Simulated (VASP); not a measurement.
Wanted: the native input for a VASP 6.6.1 run.

```
Task                   : single point
Functional             : PBEsol
Potentials or basis    : VASP PAW PBE potentials, release 64 (Ti_sv, O)
Cutoff                 : 520 eV
k mesh                 : 5 × 5 × 8
Occupations            : fermi-dirac, width 0.02 eV
Spin                   : no spin polarisation
Further INCAR settings : ALGO = Normal; EDIFF = 1e-06
```

The structure of TiO2 (Rutile) lies in POSCAR:

```
TiO2
1.0
    4.5922000000      0.0000000000      0.0000000000
    0.0000000000      4.5922000000      0.0000000000
    0.0000000000      0.0000000000      2.9574000000
Ti O
2 4
Direct
    0.0000000000      0.0000000000      0.0000000000
    0.5000000000      0.5000000000      0.5000000000
    0.3049600000      0.3049600000      0.0000000000
    0.1950400000      0.8049600000      0.5000000000
    0.6950400000      0.6950400000      0.0000000000
    0.8049600000      0.1950400000      0.5000000000
```

These files were run (other wordings do the same):

INCAR

```
ALGO = Normal ; EDIFF = 1E-6
ENCUT = 520 ; GGA = PS
ISIF = 2 ; ISMEAR = -1
KPAR = 4 ; LASPH = True
LCHARG = True ; LREAL = False
LVHAR = True ; LWAVE = False
NELM = 80 ; PREC = Accurate
SIGMA = 0.02
```

KPOINTS

```
k-points
0
Gamma
  5 5 8
```

Potentials or basis: VASP PAW PBE potentials, release 64 (Ti_sv, O).

The run is started by

```console
$ cat potpaw_PBE.64/Ti_sv/POTCAR potpaw_PBE.64/O/POTCAR > POTCAR
$ mpirun -np 4 vasp_std > vasp.out
```

It gave:

| Item | Value |
| --- | --- |
| Pressure | -1.0 GPa |
| Largest force | 0.056 eV/Å |
| Band gap on the k mesh | 1.84 eV, direct |

Caveat: the PAW data sets were made with another functional, which shifts forces and pressure a little; an odd mesh through Γ misses points on the zone boundary, where band edges often lie.

It took 22 s on 4 MPI ranks on Intel(R) Xeon(R) Platinum 8488C (Sapphire Rapids) (shared host), peak memory 0.18 GiB a rank.
